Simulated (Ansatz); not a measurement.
Consider the formal exchange of groups at the Al–H bond: `C=[N][AlH2]` + `CCCSCC` → `C=[N][AlH][CH2]C` + `CCCS`.

Gas-phase electronic energies from Ansatz, PBE0-D4/def2-TZVP geometries. CCSD(T)/CBS is the MP2 limit (def2-TZVPP, def2-QZVPP) plus CCSD(T) − MP2 in def2-TZVPP, frozen cores. Functionals use def2-TZVPP. B3LYP here is the variant with VWN-RPA as its local correlation; programs differ in this. Each species was taken in one conformer, which may not be the lowest.

`C=[N][AlH2]`:

```xyz
7

C    -1.411    0.395   -0.301
N    -0.240    0.068   -0.050
Al    1.409   -0.394    0.301
H    -1.891    1.275    0.156
H    -2.048   -0.172   -0.997
H     2.541    0.214   -0.618
H     1.639   -1.385    1.510
```

`CCCSCC`:

```xyz
18

C    -2.130   -1.213   -1.003
C    -1.203   -0.781    0.122
C    -0.909    0.707    0.076
S     0.108    1.334    1.428
C     1.673    0.471    1.164
C     2.358    0.784   -0.150
H    -3.090   -0.692   -0.944
H    -1.696   -0.993   -1.982
H    -2.331   -2.286   -0.962
H    -1.641   -1.026    1.093
H    -0.266   -1.344    0.056
H    -0.460    0.986   -0.882
H    -1.838    1.278    0.160
H     1.522   -0.605    1.284
H     2.289    0.795    2.006
H     1.768    0.441   -1.003
H     3.330    0.285   -0.203
H     2.516    1.859   -0.260
```

`C=[N][AlH][CH2]C`:

Cartesian coordinates in Å:
```
C 2.205 1.207 2.079
N 1.147 0.861 1.526
Al -0.339 0.364 0.739
C -0.222 -0.631 -0.944
C -1.551 -0.858 -1.666
H 2.730 0.568 2.807
H 2.690 2.176 1.879
H -1.685 0.765 1.474
H 0.259 -1.594 -0.728
H 0.484 -0.108 -1.599
H -2.031 0.086 -1.939
H -1.425 -1.433 -2.588
H -2.264 -1.403 -1.041
```

`CCCS`:

```xyz
12

C     0.243   -0.236   -1.309
C     0.817    0.090    0.057
C    -0.227    0.492    1.085
S    -1.390   -0.817    1.561
H    -0.339    0.602   -1.704
H    -0.411   -1.110   -1.264
H     1.036   -0.457   -2.026
H     1.529    0.920   -0.034
H     1.381   -0.767    0.439
H     0.254    0.769    2.026
H    -0.796    1.363    0.750
H    -2.095   -0.850    0.419
```

```tsv
level	ΔE (kJ/mol)
PBE-D4	-26.1
r2SCAN-D4	-27.7
B2PLYP	-28.4
PBE0	-29.8
B3LYP	-31.6
HF/CBS(def2)	-26.8
MP2/CBS(def2)	-23.2
CCSD/CBS(def2)	-26.9
```

**Question.** What does CCSD(T)/CBS give? (Best estimate.)

**Answer.** Ansatz gave: -25.2 kJ/mol. The listed levels differ from it by -0.9, -2.5, -3.2, -4.6, -6.4, -1.6, 2.0, -1.7 kJ/mol.

Largest T1 diagnostic among the species: 0.015.

The D4 term adds +5.8 kJ/mol with B3LYP and +3.4 kJ/mol with PBE0; it sums over pairs of atoms, weighted by their polarisabilities, and B3LYP, whose exchange is more repulsive, gets the larger term.

CCSD(T)/CBS has its own doubt, a few kJ/mol and more with outer-core shells, so smaller differences from it don't rank the levels.
